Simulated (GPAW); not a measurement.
# Ni (Fm-3m) in GPAW: further runs

One crystal, Ni, is run at these levels: PBEsol+U; tasks: band structure.

Program: GPAW 26.7.0. These are calculated values, not measurements. Logs are shortened: lines on timing, memory, paths and dates and some standing lists are left out, and cuts for length are marked. The log counts tension as positive stress, the text compression.

## 1. The structure

It takes space group Fm-3m (No. 225, cubic). Conventional cell: a = 3.475 Å, b = 3.475 Å, c = 3.475 Å, α = 90.00°, β = 90.00°, γ = 90.00°. Ni (site symmetry m-3m) has 12 Ni at 2.46 Å as nearest neighbours.

## 2. Band structure, PBEsol+U, collinear spin, ferromagnetic start

run.py reads:

```python
from ase import Atoms
from ase.dft.bandgap import bandgap
from ase.io import write
from ase.units import GPa
from gpaw import GPAW, PW, setup_paths

setup_paths.insert(0, '.')

atoms = Atoms(['Ni'],
              cell=[[0.0, 1.737572933, 1.737572933],
                    [1.737572933, 0.0, 1.737572933],
                    [1.737572933, 1.737572933, 0.0]],
              scaled_positions=[[0.0, 0.0, 0.0]],
              pbc=True)
atoms.set_initial_magnetic_moments([1.0])

calc = GPAW(mode=PW(600),
            xc='PBEsol',
            kpts={'size': (13, 13, 13), 'gamma': True},
            occupations={'name': 'fermi-dirac', 'width': 0.05},
            setups={'Ni': ':d,4.0'},
            nbands=17,
            convergence={'density': 1e-05, 'energy': 1e-05},
            maxiter=150,
            txt='gpaw.txt')
atoms.calc = calc
energy = atoms.get_potential_energy()
forces = atoms.get_forces()
stress = atoms.get_stress()
calc.write('gs.gpw')
write('result.traj', atoms)
print(f'Energy: {energy:.6f} eV')
print('Forces (eV/A):')
print(forces.round(4))
print('Stress (GPa):', (stress / GPa).round(3))
print('Moments:', calc.get_magnetic_moments().round(3))
print('Fermi level:', round(calc.get_fermi_level(), 4), 'eV')
print(f'Gap: {bandgap(calc)[0]:.4f} eV, direct: {bandgap(calc, direct=True)[0]:.4f} eV')

path = atoms.cell.bandpath('GXWKGLUWLK,UX', npoints=80, eps=1e-4)
bs_calc = calc.fixed_density(kpts=path, symmetry='off', nbands=25,
                             convergence={'bands': 'CBM+6.0', 'eigenstates': 1e-6}, txt='bands.txt')
bs = bs_calc.band_structure()
bs.write('bs.json')
print(f'Gap on the path: {bandgap(bs_calc)[0]:.4f} eV')
```

Potentials or basis: PAW data sets generated in the run's folder for this functional, pw.

On the command line:

```console
$ gpaw-setup -f PBEsol Ni
$ OMP_NUM_THREADS=1 python run.py
```

gpaw.txt:

```text
__  _  _
 | _ |_)|_||  |
 |__||  | ||/\| - 26.7.0

Input parameters:
  mode=PW(ecut=600.0),
  convergence={'density': 1e-05, 'energy': 1e-05},
  kpts=MonkhorstPack(size=(13, 13, 13), gamma=True),
  maxiter=150,
  nbands=17,
  occupations=Occupations(name='fermi-dirac', width=0.05),
  setups={'Ni': ':d,4.0'},
  xc=XC(name='PBEsol')

Diagonalizing LCAO Hamiltonian
Converting LCAO to pw mode

       Ni

Atoms  # Å, Bohr magnetons
|   | symbol |        x |        y |        z |    initial magnetic moments |
|---|--------|----------|----------|----------|-----------------------------|
| 0 |     Ni | 0.000000 | 0.000000 | 0.000000 | ( 0.0000,  0.0000,  1.0000) |

Unit cell  # Å
| periodic |        x |        y |        z |  lengths |    angles |
|----------|----------|----------|----------|----------|-----------|
|      yes | 0.000000 | 1.737573 | 1.737573 | 2.457299 | 60.000000 |
|      yes | 1.737573 | 0.000000 | 1.737573 | 2.457299 | 60.000000 |
|      yes | 1.737573 | 1.737573 | 0.000000 | 2.457299 | 60.000000 |

Number of symmetries: 48
Symmetry operations  # r_c * U_cc + t_c -> r_c
|    | kind |            matrix            |
|----|------|------------------------------|
|  0 |  σ   |  1, 0, 0,  1, 0,-1,  1,-1, 0 |
|  1 |  C2  |  1, 0, 0,  1,-1, 0,  1, 0,-1 |
|  2 |  E   |  1, 0, 0,  0, 1, 0,  0, 0, 1 |
|  3 |  σ   |  1, 0, 0,  0, 0, 1,  0, 1, 0 |
|  4 |  C4  |  1, 0,-1,  1, 0, 0,  1,-1, 0 |
|  5 |  S6  |  1, 0,-1,  1,-1, 0,  1, 0, 0 |
|  6 |  σ   |  1, 0,-1,  0, 1,-1,  0, 0,-1 |
|  7 |  C3  |  1, 0,-1,  0, 0,-1,  0, 1,-1 |
|  8 |  S6  |  1,-1, 0,  1, 0, 0,  1, 0,-1 |
|  9 |  C4  |  1,-1, 0,  1, 0,-1,  1, 0, 0 |
| 10 |  C3  |  1,-1, 0,  0,-1, 1,  0,-1, 0 |
| 11 |  σ   |  1,-1, 0,  0,-1, 0,  0,-1, 1 |
| 12 |  σ   |  0, 1, 0,  1, 0, 0,  0, 0, 1 |
| 13 |  C4  |  0, 1, 0,  0, 1,-1, -1, 1, 0 |
| 14 |  C3  |  0, 1, 0,  0, 0, 1,  1, 0, 0 |
| 15 |  S6  |  0, 1, 0, -1, 1, 0,  0, 1,-1 |
| 16 |  C2  |  0, 1,-1,  1, 0,-1,  0, 0,-1 |
| 17 |  σ   |  0, 1,-1,  0, 1, 0, -1, 1, 0 |
| 18 |  S4  |  0, 1,-1,  0, 0,-1,  1, 0,-1 |
| 19 |  C4  |  0, 1,-1, -1, 1, 0,  0, 1, 0 |
| 20 |  C3  |  0, 0, 1,  1, 0, 0,  0, 1, 0 |
| 21 |  σ   |  0, 0, 1,  0, 1, 0,  1, 0, 0 |
| 22 |  S6  |  0, 0, 1,  0,-1, 1, -1, 0, 1 |
| 23 |  C4  |  0, 0, 1, -1, 0, 1,  0,-1, 1 |
| 24 |  S4  |  0, 0,-1,  1, 0,-1,  0, 1,-1 |
| 25 |  C3  |  0, 0,-1,  0, 1,-1,  1, 0,-1 |
| 26 |  C2  |  0, 0,-1,  0,-1, 0, -1, 0, 0 |
| 27 |  S6  |  0, 0,-1, -1, 0, 0,  0,-1, 0 |
| 28 |  S4  |  0,-1, 1,  1,-1, 0,  0,-1, 0 |
| 29 |  C4  |  0,-1, 1,  0, 0, 1, -1, 0, 1 |
| 30 |  C2  |  0,-1, 1,  0,-1, 0,  1,-1, 0 |
| 31 |  σ   |  0,-1, 1, -1, 0, 1,  0, 0, 1 |
| 32 |  C3  |  0,-1, 0,  1,-1, 0,  0,-1, 1 |
| 33 |  S6  |  0,-1, 0,  0, 0,-1, -1, 0, 0 |
| 34 |  S4  |  0,-1, 0,  0,-1, 1,  1,-1, 0 |
| 35 |  C2  |  0,-1, 0, -1, 0, 0,  0, 0,-1 |
| 36 |  C2  | -1, 1, 0,  0, 1, 0,  0, 1,-1 |
| 37 |  S6  | -1, 1, 0,  0, 1,-1,  0, 1, 0 |
| 38 |  S4  | -1, 1, 0, -1, 0, 1, -1, 0, 0 |
| 39 |  C3  | -1, 1, 0, -1, 0, 0, -1, 0, 1 |
| 40 |  S6  | -1, 0, 1,  0, 0, 1,  0,-1, 1 |
| 41 |  C2  | -1, 0, 1,  0,-1, 1,  0, 0, 1 |
| 42 |  C3  | -1, 0, 1, -1, 1, 0, -1, 0, 0 |
| 43 |  S4  | -1, 0, 1, -1, 0, 0, -1, 1, 0 |
| 44 |  C2  | -1, 0, 0,  0, 0,-1,  0,-1, 0 |
| 45 |  i   | -1, 0, 0,  0,-1, 0,  0, 0,-1 |
| 46 |  σ   | -1, 0, 0, -1, 1, 0, -1, 0, 1 |
| 47 |  C2  | -1, 0, 0, -1, 0, 1, -1, 1, 0 |

BZ-sampling:
  Number of BZ points: 2197
  Number of IBZ points: 84

  Monkhorst-Pack size: [13, 13, 13]
  Monkhorst-Pack shift: [0, 0, 0]

K-points  # in reciprocal-cell coordinates
|     |                                coordinates |     weight |
|-----|--------------------------------------------|------------|
|   0 | (  0.00000000,   0.00000000,   0.00000000) | 0.00045517 |
|   1 | (  0.07692308,   0.07692308,   0.00000000) | 0.00273100 |
|   2 | (  0.07692308,   0.07692308,   0.07692308) | 0.00364133 |
|   3 | (  0.15384615,   0.07692308,   0.07692308) | 0.00546199 |
|   4 | (  0.15384615,   0.15384615,   0.00000000) | 0.00273100 |
|   5 | (  0.15384615,   0.15384615,   0.07692308) | 0.01092399 |
|   6 | (  0.15384615,   0.15384615,   0.15384615) | 0.00364133 |
|   7 | (  0.23076923,   0.15384615,   0.07692308) | 0.01092399 |
|   8 | (  0.23076923,   0.15384615,   0.15384615) | 0.01092399 |
|   9 | (  0.23076923,   0.23076923,   0.00000000) | 0.00273100 |
| ... |                                            |            |
|  83 | (  0.46153846,   0.46153846,   0.46153846) | 0.00364133 |

Plane wave coefficients: 365
Cutoff: 600.0 eV

Spin-components: 2 (collinear spins)
Bands:           17
Projectors:      6
Spin-degeneracy: 1
Datatype:        complex128

Parallelization:
  kpt:    1
  domain: 1
  band:   1

Density:
  Valence electrons: 16.0
  Components: 2
  Grid points: [14 14 14]
  Charge: 0.0  # |e|

Potential:
  Grid points: [14 14 14]

species:
  Ni:
    name:    Nickel
    Z:       28.0
    valence: 16
    core:    12
    charge:  0.0  # [|e|]
    Hubbard: {U: 4.0,  # eV
              l: 2,
              scale: True}
    compensation charges:
      type: gauss
      rc: 0.36  # [Å]
      lmax: 2
    cutoffs:
      filter: 2.14  # [Å]
      core: 1.98  # [Å]
    projectors
    | kind |    occ | energy [eV] | rcut [Å] |
    |------|--------|-------------|----------|
    |   4s |  2.000 |      -5.661 |    1.164 |
    |   3p |  6.000 |     -71.261 |    1.207 |
    |   4p |  0.000 |      -1.193 |    1.207 |
    |   3d |  8.000 |      -8.901 |    1.138 |
    |    s |        |      21.550 |    1.164 |
    |    d |        |      18.310 |    1.138 |

    Using partial waves for Ni as LCAO basis

Reference energy: -41332.588830  # eV

eigensolver:
  PPCG
  Converge bands: occupied
  niter=2

density mixing:
  MSR1-Mixer
  Pratt-step length: 0.05
  Maximum mixing coefficient: 0.75
  Old densities: 10
  SVD Regularization: 0.005
  Good broyden scale: 1.0
  Trust region scale: 1.0
  Backstep threshold: 4.0
  History deletion threshold: 6.0
  Fourier metric: weight=20.0, sigma=0.015

occupation numbers:
  Fermi-Dirac:
    width: 0.0500  # eV

poisson solver:
  ecut: 4800.0  # eV

xc functional:
  name: PBEsol with 2 nearest neighbor stencil

convergence criteria:
- Maximum integral of absolute [dens]ity change: 1e-05 electrons / valence electron
- Maximum [total energy] change in last 3 cyles: 1e-05 eV / valence electron
- Maximum integral of absolute [eigenst]ate change: 4e-08 eV^2 / valence electron
maximum number of iterations: 150

SCF iterations
|iter     | |      energy | eigst |  dens |  magmom |
|---------|-|-------------|-------|-------|---------|
|iter:   1| |   -5.425675 | -0.06 |       |  +1.0008|
|iter:   2| |   -5.420108 | -2.87 | -1.36 |  +0.9893|
|iter:   3| |   -5.525095 | -2.91 | -1.43 |  +0.9092|
|iter:   4| |   -5.604670 | -3.24 | -1.83 |  +0.8480|
|iter:   5| |   -5.643574 | -3.27 | -2.05 |  +0.7931|
|iter:   6| |   -5.650243 | -4.96 | -2.52 |  +0.7990|
|iter:   7| |   -5.651755 | -3.92 | -2.40 |  +0.8554|
|iter:   8| |   -5.651807 | -4.38 | -2.67 |  +0.8512|
|iter:   9| |   -5.653421 | -5.18 | -3.13 |  +0.8425|
|iter:  10| |   -5.653439 | -7.23 | -3.63 |  +0.8467|
|iter:  11| |   -5.653437c| -7.44c| -3.70 |  +0.8454|
|iter:  12| |   -5.653439c| -8.25c| -4.09 |  +0.8458|
|iter:  13| |   -5.653439c| -7.89c| -5.02c|  +0.8459|

Converged in 13 steps
Energy contributions relative to reference atoms: (reference = -41332.588830)

Energy contributions:
  Kinetic:          14.009497
  Coulomb:         -10.480986
  Zero:              0.032825
  External:          0.000000
  Xc:               -9.210878
  Entropy:          -0.007794
  Spinorbit:         0.000000
  ----------------------------
  Free energy:      -5.657336
  Extrapolated:     -5.653439

dipole moment: (-7.063455, -7.063455, -7.063455)  # |e|*Ang

Total magnetic moment: (0.000000, 0.000000, 0.845868)

Local magnetic moments
|        x |        y |        z |
|----------|----------|----------|
| 0.000000 | 0.000000 | 0.913630 |  # Ni   0

Fermi level: 8.693
Eigenvalues  # (at kpt = [0.000, 0.000, 0.000])
| band index |      eig [eV] | occ [0-1] |      eig [eV] | occ [0-1] |
|------------|---------------|-----------|---------------|-----------|
|          0 |       -54.518 |     1.000 |       -53.366 |     1.000 |
|          1 |       -54.518 |     1.000 |       -53.366 |     1.000 |
|          2 |       -54.518 |     1.000 |       -53.366 |     1.000 |
|          3 |        -0.574 |     1.000 |        -0.672 |     1.000 |
|          4 |         4.759 |     1.000 |         7.090 |     1.000 |
|          5 |         4.759 |     1.000 |         7.090 |     1.000 |
[... 9 lines left out ...]
|         15 |        38.425 |     0.000 |        39.358 |     0.000 |
|         16 |        42.743 |     0.000 |        42.575 |     0.000 |

No gap
No difference between direct/indirect transitions

Forces  # eV/Ang
|       x |       y |        z |
|---------|---------|----------|
| 0.00000 | 0.00000 | -0.00000 |  # Ni   0

Stress tensor  # eV/Ang^3
|        x |         y |         z |
|----------|-----------|-----------|
| 0.002555 |  0.000000 |  0.000000 |
| 0.000000 |  0.002555 | -0.000000 |
| 0.000000 | -0.000000 |  0.002555 |

# Writing to gs.gpw (mode='')
```

Run time: 41 s. Hardware: 1 thread of Arm Neoverse V1, shared host; peak memory 0.18 GiB.

What came out:

| Quantity | Value |
| --- | --- |
| Free energy | -5.6573 eV |
| Pressure | -0.4 GPa |
| Band gap along the path | none (metal or under the smearing width) |
| Net moment | 0.85 μB per cell |
| Site moments | Ni +0.91 μB |

Levels at the corners of the path, in eV from the Fermi level:
Spin up:
| point | band 4 | band 5 | band 6 | band 7 | band 8 | band 9 | band 10 |
| --- | --- | --- | --- | --- | --- | --- | --- |
| Γ | -9.27 | -3.93 | -3.93 | -3.93 | -2.54 | -2.54 | 24.18 |
| X | -5.96 | -5.74 | -1.82 | -1.82 | -1.76 | 2.48 | 9.25 |
| W | -5.06 | -4.46 | -4.46 | -2.57 | -1.82 | 7.75 | 7.75 |
| K | -5.37 | -5.05 | -3.39 | -2.34 | -2.09 | 5.68 | 7.27 |
| Γ | -9.27 | -3.93 | -3.93 | -3.93 | -2.54 | -2.54 | 24.18 |
| L | -6.10 | -3.84 | -3.84 | -1.89 | -1.89 | -0.39 | 5.56 |
| U | -5.37 | -5.05 | -3.39 | -2.34 | -2.09 | 5.68 | 7.27 |
| W | -5.06 | -4.46 | -4.46 | -2.57 | -1.82 | 7.75 | 7.75 |
| L | -6.10 | -3.84 | -3.84 | -1.89 | -1.89 | -0.39 | 5.56 |
| K | -5.37 | -5.05 | -3.39 | -2.34 | -2.09 | 5.68 | 7.27 |
| U | -5.37 | -5.05 | -3.39 | -2.34 | -2.09 | 5.68 | 7.27 |
| X | -5.96 | -5.74 | -1.82 | -1.82 | -1.76 | 2.48 | 9.25 |
Spin down:
| point | band 4 | band 5 | band 6 | band 7 | band 8 | band 9 | band 10 |
| --- | --- | --- | --- | --- | --- | --- | --- |
| Γ | -9.36 | -1.60 | -1.60 | -1.60 | -1.60 | -1.60 | 23.83 |
| X | -5.39 | -3.72 | -0.78 | 0.77 | 0.77 | 2.36 | 9.63 |
| W | -4.43 | -2.51 | -2.51 | -1.68 | 0.77 | 8.29 | 8.29 |
| K | -4.58 | -3.30 | -1.45 | -1.42 | 0.46 | 6.27 | 7.71 |
| Γ | -9.36 | -1.60 | -1.60 | -1.60 | -1.60 | -1.60 | 23.83 |
| L | -4.60 | -2.54 | -2.54 | -0.50 | 0.17 | 0.17 | 6.70 |
| U | -4.58 | -3.30 | -1.45 | -1.42 | 0.46 | 6.27 | 7.71 |
| W | -4.43 | -2.51 | -2.51 | -1.68 | 0.77 | 8.29 | 8.29 |
| L | -4.60 | -2.54 | -2.54 | -0.50 | 0.17 | 0.17 | 6.70 |
| K | -4.58 | -3.30 | -1.45 | -1.42 | 0.46 | 6.27 | 7.71 |
| U | -4.58 | -3.30 | -1.45 | -1.42 | 0.46 | 6.27 | 7.71 |
| X | -5.39 | -3.72 | -0.78 | 0.77 | 0.77 | 2.36 | 9.63 |

Caveat: the stock nickel data set gives pressures a few GPa off other programs; the U is typed as a test and isn't derived for this compound. The state reached can hang on the start; a lower one may exist.

## 3. Band structure, PBEsol+U, collinear spin, ferromagnetic start

Edit run.py of step 2 so:

```diff
@@ -20,3 +20,3 @@
             occupations={'name': 'fermi-dirac', 'width': 0.05},
-            setups={'Ni': ':d,4.0'},
+            setups={'Ni': ':d,6.0'},
             nbands=17,
```

Potentials or basis: PAW data sets generated in the run's folder for this functional, pw.

On the command line:

```console
$ gpaw-setup -f PBEsol Ni
$ OMP_NUM_THREADS=1 python run.py
```

Wall time 43 s (1 thread of Arm Neoverse V1, shared host); peak memory 0.19 GiB.

Results (log left out):

```yaml
Free_energy: -4.6353 eV
Pressure: 0.2 GPa
Band_gap_along_the_path: none (metal or under the smearing width)
Net_moment: 0.91 μB per cell
Site_moments: Ni +0.99 μB
```

Levels at the corners of the path, in eV from the Fermi level:
Spin up:
```
point  band 4  band 5  band 6  band 7  band 8  band 9  band 10
    Γ   -9.27   -4.81   -4.81   -4.81   -3.36   -3.36    24.19
    X   -6.66   -6.57   -2.71   -2.71   -2.59    2.49     8.96
    W   -5.77   -5.24   -5.24   -3.38   -2.71    7.59     7.59
    K   -6.15   -5.77   -4.17   -3.16   -2.98    5.53     7.08
    Γ   -9.27   -4.81   -4.81   -4.81   -3.36   -3.36    24.19
    L   -6.77   -4.68   -4.68   -2.76   -2.76   -0.39     5.26
    U   -6.15   -5.77   -4.17   -3.16   -2.98    5.53     7.08
    W   -5.77   -5.24   -5.24   -3.38   -2.71    7.59     7.59
    L   -6.77   -4.68   -4.68   -2.76   -2.76   -0.39     5.26
    K   -6.15   -5.77   -4.17   -3.16   -2.98    5.53     7.08
    U   -6.15   -5.77   -4.17   -3.16   -2.98    5.53     7.08
    X   -6.66   -6.57   -2.71   -2.71   -2.59    2.49     8.96
```
Spin down:
| point | band 4 | band 5 | band 6 | band 7 | band 8 | band 9 | band 10 |
| --- | --- | --- | --- | --- | --- | --- | --- |
| Γ | -9.41 | -2.38 | -2.38 | -1.51 | -1.51 | -1.51 | 23.73 |
| X | -6.04 | -3.68 | -1.56 | 0.91 | 0.91 | 2.32 | 9.32 |
| W | -5.10 | -2.46 | -2.46 | -2.43 | 0.91 | 8.31 | 8.31 |
| K | -5.24 | -3.26 | -2.18 | -1.39 | 0.59 | 6.30 | 7.62 |
| Γ | -9.41 | -2.38 | -2.38 | -1.51 | -1.51 | -1.51 | 23.73 |
| L | -4.59 | -3.18 | -3.18 | -0.55 | 0.16 | 0.16 | 6.77 |
| U | -5.24 | -3.26 | -2.18 | -1.39 | 0.59 | 6.30 | 7.62 |
| W | -5.10 | -2.46 | -2.46 | -2.43 | 0.91 | 8.31 | 8.31 |
| L | -4.59 | -3.18 | -3.18 | -0.55 | 0.16 | 0.16 | 6.77 |
| K | -5.24 | -3.26 | -2.18 | -1.39 | 0.59 | 6.30 | 7.62 |
| U | -5.24 | -3.26 | -2.18 | -1.39 | 0.59 | 6.30 | 7.62 |
| X | -6.04 | -3.68 | -1.56 | 0.91 | 0.91 | 2.32 | 9.32 |

Caveat: the stock nickel data set gives pressures a few GPa off other programs; the U is typed as a test and isn't derived for this compound. The state reached can hang on the start; a lower one may exist.

## 4. Band structure, PBEsol+U, collinear spin, ferromagnetic start

Edit run.py of step 3 so:

```diff
@@ -20,3 +20,3 @@
             occupations={'name': 'fermi-dirac', 'width': 0.05},
-            setups={'Ni': ':d,6.0'},
+            setups={'Ni': ':d,8.0'},
             nbands=17,
```

On the command line:

```console
$ gpaw-setup -f PBEsol Ni
$ OMP_NUM_THREADS=1 python run.py
```

It took 46 s on 1 thread of Arm Neoverse V1, shared host; peak memory 0.19 GiB.

It converged, with:

* Free energy: -3.6762 eV
* Pressure: 0.4 GPa
* Band gap along the path: none (metal or under the smearing width)
* Net moment: 0.92 μB per cell
* Site moments: Ni +1.02 μB

Levels at the corners of the path, in eV from the Fermi level:
Spin up:
| point | band 5 | band 6 | band 7 | band 8 | band 9 | band 10 |
| --- | --- | --- | --- | --- | --- | --- |
| Γ | -5.71 | -5.71 | -5.71 | -4.24 | -4.24 | 24.18 |
| X | -7.40 | -3.63 | -3.63 | -3.46 | 2.48 | 8.63 |
| W | -6.06 | -6.06 | -4.23 | -3.63 | 7.41 | 7.41 |
| K | -6.53 | -4.99 | -4.02 | -3.90 | 5.37 | 6.86 |
| Γ | -5.71 | -5.71 | -5.71 | -4.24 | -4.24 | 24.18 |
| L | -5.55 | -5.55 | -3.65 | -3.65 | -0.42 | 4.94 |
| U | -6.53 | -4.99 | -4.02 | -3.90 | 5.37 | 6.86 |
| W | -6.06 | -6.06 | -4.23 | -3.63 | 7.41 | 7.41 |
| L | -5.55 | -5.55 | -3.65 | -3.65 | -0.42 | 4.94 |
| K | -6.53 | -4.99 | -4.02 | -3.90 | 5.37 | 6.86 |
| U | -6.53 | -4.99 | -4.02 | -3.90 | 5.37 | 6.86 |
| X | -7.40 | -3.63 | -3.63 | -3.46 | 2.48 | 8.63 |
Spin down:
| point | band 4 | band 5 | band 6 | band 7 | band 8 | band 9 | band 10 |
| --- | --- | --- | --- | --- | --- | --- | --- |
| Γ | -9.50 | -3.24 | -3.24 | -1.47 | -1.47 | -1.47 | 23.60 |
| X | -6.78 | -3.69 | -2.42 | 0.99 | 0.99 | 2.23 | 8.96 |
| W | -5.85 | -3.27 | -2.46 | -2.46 | 0.99 | 8.28 | 8.28 |
| K | -5.99 | -3.27 | -3.03 | -1.39 | 0.66 | 6.28 | 7.46 |
| Γ | -9.50 | -3.24 | -3.24 | -1.47 | -1.47 | -1.47 | 23.60 |
| L | -4.63 | -3.95 | -3.95 | -0.64 | 0.13 | 0.13 | 6.79 |
| U | -5.99 | -3.27 | -3.03 | -1.39 | 0.66 | 6.28 | 7.46 |
| W | -5.85 | -3.27 | -2.46 | -2.46 | 0.99 | 8.28 | 8.28 |
| L | -4.63 | -3.95 | -3.95 | -0.64 | 0.13 | 0.13 | 6.79 |
| K | -5.99 | -3.27 | -3.03 | -1.39 | 0.66 | 6.28 | 7.46 |
| U | -5.99 | -3.27 | -3.03 | -1.39 | 0.66 | 6.28 | 7.46 |
| X | -6.78 | -3.69 | -2.42 | 0.99 | 0.99 | 2.23 | 8.96 |

Caveat: the stock nickel data set gives pressures a few GPa off other programs; the U is typed as a test and isn't derived for this compound. The state reached can hang on the start; a lower one may exist.

## 5. Overview

```tsv
U	pressure (GPa)	moment (μB)
Ni d U = 4 eV	-0.4	0.85
Ni d U = 6 eV	0.2	0.91
Ni d U = 8 eV	0.4	0.92
```

Alike in all rows: task band structure; level PBEsol+U; potentials or basis PAW data sets generated in the run's folder for this functional, pw; spin collinear, ferromagnetic start; cell as given; k mesh 13 × 13 × 13; cutoff (eV) 600; smearing fermi-dirac 0.05 eV.

Caveats: the stock nickel data set gives pressures a few GPa off other programs; the U is typed as a test and isn't derived for this compound.

Absolute energies hang on the potentials; compare differences alone.
